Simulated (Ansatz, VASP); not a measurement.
# Cu: VASP beside Ansatz

```
CELL_PARAMETERS angstrom
-1.44037 1.44037 1.38279
1.44037 -1.44037 1.38279
1.44037 1.44037 -1.38279
ATOMIC_POSITIONS crystal
Cu 0.00000 0.00000 0.00000
```

Alike in both runs: functional r2SCAN; k mesh 16 × 16 × 16; no spin polarisation.

Ansatz relaxed the structure, and its values are those at the end. VASP's run is a single point on that final structure, the one shown.

```csv
,VASP,Ansatz
version,VASP 6.6.1,Ansatz 0.2.0
potentials or method,"VASP PAW PBE potentials, release 64 (Cu)","plane waves, PAW"
plane-wave cutoff (eV),520,530
occupations,"methfessel-paxton of order 1, width 0.15 eV","cold, width 0.15 eV"
valence electrons in the cell,11,19
```

|  | VASP | Ansatz | Ansatz less VASP |
| --- | --- | --- | --- |
| pressure (GPa) | 0.7 | 0.0 | -0.69 |

The two sets of potentials don't hold the same shells in valence.

Caveats: the PAW data sets were made with another functional, which shifts forces and pressure a little (VASP).
